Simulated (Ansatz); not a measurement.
# Equation of state of Zr

```cif
data_structure
_symmetry_space_group_name_H-M 'P6_3/mmc'
_symmetry_Int_Tables_number 194
_cell_length_a 3.2392
_cell_length_b 3.2392
_cell_length_c 5.1722
_cell_angle_alpha 90.000
_cell_angle_beta 90.000
_cell_angle_gamma 120.000
_cell_volume 47.00
loop_
_atom_site_label
_atom_site_type_symbol
_atom_site_symmetry_multiplicity
_atom_site_Wyckoff_symbol
_atom_site_fract_x
_atom_site_fract_y
_atom_site_fract_z
_atom_site_occupancy
Zr1 Zr 2 c 0.33333 0.66667 0.25000 1
```

The runs use the primitive cell with vectors (3.239, 0.000, 0.000), (-1.620, 2.805, 0.000), (0.000, 0.000, 5.172) Å, to which the k mesh refers.

The cell is the one relaxed in the Materials Project (mp-131), not relaxed further here; entries there can be hypothetical.

All numbers are computed: DFT, PBE, all-electron LAPW, scalar-relativistic (Ansatz 0.2.0); DFT, PBE, PAW with Ansatz's default frozen-core files, scalar-relativistic (Ansatz 0.2.0).

For LAPW: a Γ-centred 12×12×7 k mesh, Fermi–Dirac smearing of 0.05 eV, basis error target 1 meV/atom, no spin polarisation. PAW takes a cutoff of 420 eV at this cell. The Ansatz runs share mesh, smearing and spin set-up. Plane-wave (PAW) pressures include the program's estimate of the Pulay term.

The cell above is scaled evenly, with fractional coordinates and shape held.

**Question.** Estimate the equilibrium volume and bulk modulus that LAPW (all electrons) gives for this fixed shape.

**Answer.** V0 = 23.41 Å³/atom, B0 = 94 GPa, B0′ = 3.3, from a third-order Birch–Murnaghan fit to these pressures:
| V/V(cell) | V (Å³/atom) | P, LAPW (GPa) | P, PAW (GPa) | free energy over the lowest listed, PAW (meV/atom) |
| --- | --- | --- | --- | --- |
| 0.9600 | 22.560 | 3.67 | 3.64 | 9.2 |
| 0.9800 | 23.030 | 1.56 | 1.54 | 1.7 |
| 1.0000 | 23.500 | -0.37 | -0.39 | 0.0 |
| 1.0200 | 23.970 | -2.14 | -2.16 | 3.8 |
| 1.0400 | 24.440 | -3.76 | -3.78 | 12.5 |

PAW's V0 lies -0.02 % from the all-electron value and its B0 0.0 %. With shape and internal coordinates held, B0 is an upper bound to the relaxed modulus.
